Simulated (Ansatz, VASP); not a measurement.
One calculation of W, two programs

```
W
1.0
    -1.59217    1.59217    1.59217
     1.59217   -1.59217    1.59217
     1.59217    1.59217   -1.59217
W
1
Cartesian
  0.0000 0.0000 0.0000
```

Alike in both runs: task single point; functional PBE; k mesh 14 × 14 × 14; occupations fermi-dirac, width 0.2 eV; no spin polarisation.

```csv
,VASP,Ansatz
version,VASP 6.6.1,Ansatz 0.2.0
potentials or method,"VASP PAW PBE potentials, release 64 (W_sv)","plane waves (420 eV) with PAW, scalar-relativistic"
plane-wave cutoff (eV),520,420
valence electrons in the cell,14,14
```

```tsv
	VASP	Ansatz	Ansatz less VASP
pressure (GPa)	0.5	0.0	-0.49
```

With one functional, cell and mesh, what is left measures potentials, basis and numerics.

The runs have no spin-orbit coupling, so splittings on W are missing.
